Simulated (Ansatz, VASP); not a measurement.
## Two plane-wave programs on MoS2

The input INCAR:

```
SYSTEM = MoS2
  PREC = Accurate
  ENCUT = 520
  EDIFF = 1E-6
  ISMEAR = 0
  SIGMA = 0.01
  LREAL = .FALSE.
  LASPH = .TRUE.
  NELM = 100
  ALGO = Normal
  ISIF = 2
  LWAVE = .FALSE.
  LCHARG = .TRUE.
  GGA = PE
  LELF = .TRUE.
  LVHAR = .TRUE.
  NBANDS = 20
```

KPOINTS

```
regular mesh
0
G
  6 6 6
  0 0 0
```

File POSCAR:

```
MoS2
1.0
    1.5875907338      0.9165959375      6.1939396005
   -1.5875907338      0.9165959375      6.1939396005
    0.0000000000     -1.8331918751      6.1939396005
Mo S
1 2
Direct
   -0.0000146006     -0.0000146006     -0.0000146006
    0.4170015120      0.4170015120      0.4170015120
    0.2496797553      0.2496797553      0.2496797553
```

Input for Ansatz:

```yaml
crystal:
  lattice:
    - [1.5875907338, 0.9165959375, 6.1939396005]
    - [-1.5875907338, 0.9165959375, 6.1939396005]
    - [0.0, -1.8331918751, 6.1939396005]
  atoms:
    - { symbol: Mo, position: [-1.46006e-05, -1.46006e-05, -1.46006e-05] }
    - { symbol: S, position: [0.417001512, 0.417001512, 0.417001512] }
    - { symbol: S, position: [0.2496797553, 0.2496797553, 0.2496797553] }
kpoints:
  mp_grid: { grid: [6, 6, 6] }
hamiltonian:
  xc: pbe
scf:
  occupations: { method: fixed }
  n_extra_bands: 4
  mixing: { ndim: 30 }
  max_iter: 95
output:
  forces: true
  stress: true
  eigenvalues: true
```

Alike in both runs: task single point; functional PBE; k mesh 6 × 6 × 6; no spin polarisation.

|  | VASP | Ansatz |
| --- | --- | --- |
| version | VASP 6.6.1 | Ansatz 0.2.0 |
| potentials or method | VASP PAW PBE potentials, release 64 (Mo_sv, S) | plane waves |
| plane-wave cutoff (eV) | 520 | 420 |
| occupations | gaussian, width 0.01 eV | fixed |
| valence electrons in the cell | 26 | 26 |

|  | VASP | Ansatz | Ansatz less VASP |
| --- | --- | --- | --- |
| gap on the k mesh at the Fermi level (eV) | 0.97 | 0.95 | -0.014 |
| pressure (GPa) | 2.3 | 2.4 | +0.12 |
| largest component of the traceless stress (GPa) | 0.90 | 0.95 | +0.041 |
| rms of the force components (eV/Å) | 0.048 | 0.054 | +0.0063 |

Atom by atom the forces differ by 0.006 eV/Å (rms over components).

A k mesh can miss the band edges. A hybrid or GW would open this gap; PBE tends to underestimate it.
